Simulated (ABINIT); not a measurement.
# HfN (P6_3/mmc) in ABINIT: band structure with r2SCAN

Aim: the band structure of HfN with r2SCAN.

All numbers are computed with ABINIT 10.8.3 (patched build); they aren't measurements. Logs are shortened: lines on timing, memory, paths and dates and some standing lists are left out, and cuts for length are marked. The log counts tension as positive stress, the text compression.

## 1. The structure

Symmetry: P6_3/mmc, No. 194, hexagonal system. Conventional cell: a = 3.134 Å, b = 3.134 Å, c = 5.417 Å, α = 90.00°, β = 90.00°, γ = 120.00°. Around Hf (site symmetry -6m2) lie 6 N at 2.26 Å. N (site symmetry -3m) has 6 Hf at 2.26 Å as nearest neighbours.

The cell comes from a database or a generator and needn't be the stable form of this composition.

## 2. Band structure, r2SCAN

Contents of run.abi:

```
ndtset 2

pp_dirpath "./"
pseudos "Hf.GGA_PBE-JTH.xml, N.GGA_PBE-JTH.xml"

acell 3.1339080219 3.1339080219 5.41676772 Angstrom
rprim
     1.0000000000     0.0000000000     0.0000000000
    -0.5000000000     0.8660254038     0.0000000000
     0.0000000000     0.0000000000     1.0000000000
ntypat 2
znucl 72 7
natom 4
typat 1 1 2 2
xred
     0.3333333333     0.6666666667     0.2500000000
     0.6666666667     0.3333333333     0.7500000000
     0.0000000000     0.0000000000     0.5000000000
     0.0000000000     0.0000000000     0.0000000000

ecut 843.552974 eV
pawecutdg 53.0

ixc -497498
usekden 1
pawxcdev 0

occopt 3
tsmear 0.00183747

nstep 100

iomode 3
prtwf 0
prteig 0
prtebands 0
prtden1 1
prtkden1 1

kptopt1 1
ngkpt1 10 10 5
nshiftk1 1
shiftk1 0.0 0.0 0.0
nband1 21
tolvrs1 1.0e-7

iscf2 -2
getden2 1
getkden2 1
nband2 27
nbdbuf2 4
tolwfr2 1.0e-11
kptopt2 -7
ndivsm2 6
prteig2 1
prtvol2 -3
kptbounds2
     0.0000000000     0.0000000000     0.0000000000
     0.5000000000     0.0000000000     0.0000000000
     0.3333333333     0.3333333333     0.0000000000
     0.0000000000     0.0000000000     0.0000000000
     0.0000000000     0.0000000000     0.5000000000
     0.5000000000     0.0000000000     0.5000000000
     0.3333333333     0.3333333333     0.5000000000
     0.0000000000     0.0000000000     0.5000000000
```

Potentials or basis: JTH PAW PBE v2.0.

Started as:

```bash
$ mpirun --bind-to none -np 4 abinit run.abi > log 2>&1
```

run.abo:

```text
.Version 10.8.3 of ABINIT
 DATASET    1 : space group P6_3/m m c (#194); Bravais hP (primitive hexag.)
================================================================================
 Values of the parameters that define the memory need for DATASET  1.
     intxc =       0    ionmov =       0      iscf =      17    lmnmax =      18
     lnmax =       6     mgfft =      54  mpssoang =       3    mqgrid =    3355
     natom =       4  nloc_mem =       2    nspden =       1   nspinor =       1
    nsppol =       1      nsym =      24    n1xccc =       1    ntypat =       2
    occopt =       3   xclevel =       2
       mpw =        2582          nfft =       48600          nkpt =          42
Pmy_natom=         1
 PAW method is used; the additional fine FFT grid is defined by:
   mgfftf=        72    nfftf =    115200
================================================================================
================================================================================

 DATASET    2 : space group P6_3/m m c (#194); Bravais hP (primitive hexag.)
================================================================================
 Values of the parameters that define the memory need for DATASET  2.
     intxc =       0    ionmov =       0      iscf =      -2    lmnmax =      18
     lnmax =       6     mgfft =      54  mpssoang =       3    mqgrid =    3355
     natom =       4  nloc_mem =       2    nspden =       1   nspinor =       1
    nsppol =       1      nsym =      24    n1xccc =       1    ntypat =       2
    occopt =       3   xclevel =       2
       mpw =        2588          nfft =       48600          nkpt =          73
Pmy_natom=         1
 PAW method is used; the additional fine FFT grid is defined by:
   mgfftf=        72    nfftf =    115200
================================================================================
================================================================================

--------------------------------------------------------------------------------
------------- Echo of variables that govern the present computation ------------
--------------------------------------------------------------------------------
 -outvars: echo values of preprocessed input variables --------
            acell      5.9222278652E+00  5.9222278652E+00  1.0236207478E+01 Bohr
              amu      1.78490000E+02  1.40067400E+01
             ecut      3.10000000E+01 Hartree
           getden1          0
           getden2          1
          getkden1          0
          getkden2          1
             iscf1         17
             iscf2         -2
              ixc     -497498
           jdtset        1    2
           kptopt1          1
           kptopt2         -7
         kptrlatt       10    0    0      0   10    0      0    0    5
          kptrlen1     5.11810374E+01
          kptrlen2     3.00000000E+01
            natom           4
            nband1         21
            nband2         27
           nbdbuf1          0
           nbdbuf2          4
           ndtset           2
           ndivsm1          0
           ndivsm2          6
            ngfft          30      30      54
          ngfftdg          40      40      72
             nkpt1         42
             nkpt2         73
            nstep         100
             nsym          24
           ntypat           2
           occopt           3
        pawecutdg      5.30000000E+01 Hartree
         pawxcdev           0
        prtebands           0
           prteig1          0
           prteig2          1
          prtkden           1
           prtvol1          0
           prtvol2         -3
            prtwf           0
            rprim      1.0000000000E+00  0.0000000000E+00  0.0000000000E+00
                      -5.0000000000E-01  8.6602540380E-01  0.0000000000E+00
                       0.0000000000E+00  0.0000000000E+00  1.0000000000E+00
           shiftk1     0.00000000E+00  0.00000000E+00  0.00000000E+00
           shiftk2     5.00000000E-01  5.00000000E-01  5.00000000E-01
          spgroup         194
[... 1009 lines left out ...]
  1.7499E-01  1.7499E-01  1.8595E-01  1.8595E-01  2.0872E-01  2.0872E-01
  2.4760E-01  2.4817E-01  2.4888E-01
 Non-SCF case, kpt   73 (  0.00000  0.00000  0.50000), residuals and eigenvalues=
  9.03E-12  9.26E-12  4.41E-12  5.76E-12  4.52E-12  7.29E-12  5.41E-12  9.28E-12
  3.29E-12  4.84E-12  5.88E-12  4.20E-12  4.83E-12  6.42E-12  3.01E-12  7.51E-12
  2.97E-13  6.84E-12  5.55E-12  6.63E-12  4.05E-12  6.17E-12  3.13E-12  3.11E-12
  6.25E-12  6.24E-12  5.10E-12
 -2.2892E+00 -2.2892E+00 -1.1227E+00 -1.1227E+00 -1.1009E+00 -1.1009E+00
 -1.1009E+00 -1.1009E+00 -5.4768E-01 -5.4768E-01 -1.5535E-01 -1.5535E-01
 -9.7637E-02 -9.7637E-02 -9.7637E-02 -9.7637E-02  1.4692E-01  1.4692E-01
  1.8715E-01  1.8715E-01  1.8715E-01  1.8715E-01  1.9205E-01  1.9205E-01
  2.4375E-01  2.4375E-01  2.4375E-01

Result for kinetic energy density :

--------------------------------------------------------------------------------
 Total kinetic energy density [Ha/Bohr^3]
)     Maximum=    2.6842E+00  at reduced coord.    0.0000    0.0000    0.5000
)     Minimum=    5.8988E-03  at reduced coord.    0.6500    0.3250    0.2361
   Integrated=    2.2751E+01
--------------------------------------------------------------------------------

--- !ResultsGS
iteration_state: {dtset: 2, }
comment   : Summary of ground state results
lattice_vectors:
- [  5.9222279,   0.0000000,   0.0000000, ]
- [ -2.9611139,   5.1287998,   0.0000000, ]
- [  0.0000000,   0.0000000,  10.2362075, ]
lattice_lengths: [   5.92223,    5.92223,   10.23621, ]
lattice_angles: [ 90.000,  90.000, 120.000, ] # degrees, (23, 13, 12)
lattice_volume:   3.1091376E+02
convergence: {deltae:  0.000E+00, res2:  0.000E+00, residm:  9.980E-12, diffor:  0.000E+00, }
etotal    :  -3.84849628E+01
entropy   :   0.00000000E+00
fermie    :   7.69693729E-02
cartesian_stress_tensor: null
pressure_GPa: null
xred      :
- [  3.3333E-01,   6.6667E-01,   2.5000E-01, Hf]
- [  6.6667E-01,   3.3333E-01,   7.5000E-01, Hf]
- [  0.0000E+00,   0.0000E+00,   5.0000E-01,  N]
- [  0.0000E+00,   0.0000E+00,   0.0000E+00,  N]
cartesian_forces: null
force_length_stats: {min: null, max: null, mean: null, }
...

 Integrated electronic density in atomic spheres:
 ------------------------------------------------
 Atom  Sphere_radius  Integrated_density
    1        2.41119          9.63901106
    2        2.41119          9.63901106
    3        1.20497          2.60257881
    4        1.20497          2.60257881

================================================================================

 ----iterations are completed or convergence reached----

 Mean square residual over all n,k,spin=   55.294E-13; max=  99.801E-13
 reduced coordinates (array xred) for    4 atoms
       0.333333333333      0.666666666667      0.250000000000
       0.666666666667      0.333333333333      0.750000000000
       0.000000000000      0.000000000000      0.500000000000
       0.000000000000      0.000000000000      0.000000000000

 cartesian coordinates (angstrom) at end:
    1     -0.00000000000000     1.80936264009200     1.35419193000000
    2      1.56695401095000     0.90468132004600     4.06257579000000
    3      0.00000000000000     0.00000000000000     2.70838386000000
    4      0.00000000000000     0.00000000000000     0.00000000000000
 length scales=  5.922227865176  5.922227865176 10.236207478458 bohr
              =  3.133908021900  3.133908021900  5.416767720000 angstroms
 Eigenvalues (hartree) for nkpt=  73  k points:
 kpt#   1, nband= 27, wtk=  1.00000, kpt=  0.0000  0.0000  0.0000 (reduced coord)
  -2.29012   -2.28828   -1.13798   -1.10605   -1.10193   -1.10193   -1.09984   -1.09984
  -0.59393   -0.48818   -0.25440   -0.11089   -0.11089   -0.06895   -0.06895    0.00123
   0.05728    0.10605    0.10605    0.11878    0.14973    0.14973    0.15051    0.29121
   0.29121    0.36089    0.36195
 kpt#   2, nband= 27, wtk=  1.00000, kpt=  0.0417  0.0000  0.0000 (reduced coord)
  -2.29007   -2.28825   -1.13774   -1.10606   -1.10249   -1.10211   -1.10039   -1.09988
  -0.59270   -0.48876   -0.25270   -0.11457   -0.10997   -0.07073   -0.07049   -0.00084
   0.05903    0.09321    0.10806    0.12424    0.15242    0.15446    0.16424    0.28857
   0.29090    0.33693    0.36335
 kpt#   3, nband= 27, wtk=  1.00000, kpt=  0.0833  0.0000  0.0000 (reduced coord)
  -2.28996   -2.28817   -1.13704   -1.10611   -1.10416   -1.10264   -1.10198   -1.10002
  -0.58910   -0.49048   -0.24772   -0.12447   -0.10729   -0.07573   -0.07518   -0.00578
   0.06335    0.07202    0.11406    0.13931    0.16005    0.16741    0.18873    0.28122
   0.29006    0.31380    0.35920
 kpt#   4, nband= 27, wtk=  1.00000, kpt=  0.1250  0.0000  0.0000 (reduced coord)
  -2.28976   -2.28805   -1.13589   -1.10687   -1.10621   -1.10439   -1.10343   -1.10030
[... 334 lines left out ...]
  -2.28907   -2.28907   -1.12254   -1.12254   -1.10269   -1.10269   -1.10133   -1.10133
  -0.54567   -0.54567   -0.15425   -0.15425   -0.10357   -0.10357   -0.09717   -0.09717
   0.12777    0.12777    0.16732    0.16732    0.18564    0.18564    0.22588    0.22588
   0.25723    0.25753    0.26497
 kpt#  72, nband= 27, wtk=  1.00000, kpt=  0.0238  0.0238  0.5000 (reduced coord)
  -2.28916   -2.28916   -1.12267   -1.12267   -1.10135   -1.10135   -1.10099   -1.10099
  -0.54716   -0.54716   -0.15506   -0.15506   -0.09918   -0.09918   -0.09751   -0.09751
   0.14170    0.14170    0.17499    0.17499    0.18595    0.18595    0.20872    0.20872
   0.24760    0.24817    0.24888
 kpt#  73, nband= 27, wtk=  1.00000, kpt=  0.0000  0.0000  0.5000 (reduced coord)
  -2.28920   -2.28920   -1.12273   -1.12273   -1.10088   -1.10088   -1.10088   -1.10088
  -0.54768   -0.54768   -0.15535   -0.15535   -0.09764   -0.09764   -0.09764   -0.09764
   0.14692    0.14692    0.18715    0.18715    0.18715    0.18715    0.19205    0.19205
   0.24375    0.24375    0.24375

== END DATASET(S) ==============================================================
================================================================================

 -outvars: echo values of variables after computation  --------
            acell      5.9222278652E+00  5.9222278652E+00  1.0236207478E+01 Bohr
           etotal1    -3.8484962765E+01
            fcart1    -6.8200142357E-29  1.5750148219E-28 -0.0000000000E+00
                       6.8200142357E-29 -1.8375172922E-28 -0.0000000000E+00
                      -0.0000000000E+00  1.3125123516E-29 -0.0000000000E+00
                      -0.0000000000E+00  1.3125123516E-29 -0.0000000000E+00
            rprim      1.0000000000E+00  0.0000000000E+00  0.0000000000E+00
                      -5.0000000000E-01  8.6602540380E-01  0.0000000000E+00
                       0.0000000000E+00  0.0000000000E+00  1.0000000000E+00
           strten1    -7.9180554001E-05 -7.9180556424E-05 -7.3298423697E-05
                       0.0000000000E+00  0.0000000000E+00  0.0000000000E+00
           xangst     -5.3419797728E-17  1.8093626401E+00  1.3541919300E+00
                       1.5669540109E+00  9.0468132005E-01  4.0625757900E+00
                       0.0000000000E+00  0.0000000000E+00  2.7083838600E+00
                       0.0000000000E+00  0.0000000000E+00  0.0000000000E+00
             xred      3.3333333333E-01  6.6666666667E-01  2.5000000000E-01
                       6.6666666667E-01  3.3333333333E-01  7.5000000000E-01
                       0.0000000000E+00  0.0000000000E+00  5.0000000000E-01
                       0.0000000000E+00  0.0000000000E+00  0.0000000000E+00
 Calculation completed.
```

Run time: 2.6 min. Hardware: 4 MPI ranks of Arm Neoverse V2, shared host; peak memory 0.6 GiB.

What came out:

```
Free energy                                           : -1047.2292 eV
Pressure                                              : 2.3 GPa
Band gap on the k mesh                                : none (metal or under the smearing width)
Valence electrons inside the program's atomic spheres : Hf 9.64; N 2.60
```

Stress tensor (GPa, compression positive):
```
2.33 0.00 0.00
0.00 2.33 0.00
0.00 0.00 2.16
```

Levels at the corners of the path, in eV from the Fermi level:
| point | band 13 | band 14 | band 15 | band 16 | band 17 | band 18 | band 19 | band 20 | band 21 | band 22 |
| --- | --- | --- | --- | --- | --- | --- | --- | --- | --- | --- |
| Γ | -5.11 | -3.97 | -3.97 | -2.06 | -0.54 | 0.79 | 0.79 | 1.14 | 1.98 | 1.98 |
| M | -6.20 | -5.87 | -3.65 | -2.94 | -2.78 | 2.42 | 2.86 | 4.59 | 4.74 | 5.67 |
| K | -6.40 | -6.27 | -6.27 | -3.64 | 0.03 | 0.03 | 4.39 | 4.39 | 4.51 | 4.94 |
| Γ | -5.11 | -3.97 | -3.97 | -2.06 | -0.54 | 0.79 | 0.79 | 1.14 | 1.98 | 1.98 |
| A | -4.75 | -4.75 | -4.75 | -4.75 | 1.90 | 1.90 | 3.00 | 3.00 | 3.00 | 3.00 |
| L | -5.82 | -5.82 | -4.86 | -4.86 | -0.39 | -0.39 | 4.87 | 4.87 | 4.93 | 4.93 |
| H | -5.36 | -5.36 | -4.79 | -4.79 | 0.43 | 0.43 | 3.14 | 3.14 | 6.05 | 6.05 |
| A | -4.75 | -4.75 | -4.75 | -4.75 | 1.90 | 1.90 | 3.00 | 3.00 | 3.00 | 3.00 |

Caveat: totals of a meta-GGA on PAW files have another zero than those of a GGA; the PAW data sets were made with another functional, which shifts forces and pressure a little; spin-orbit coupling is left out, which moves the levels of the heavy elements.
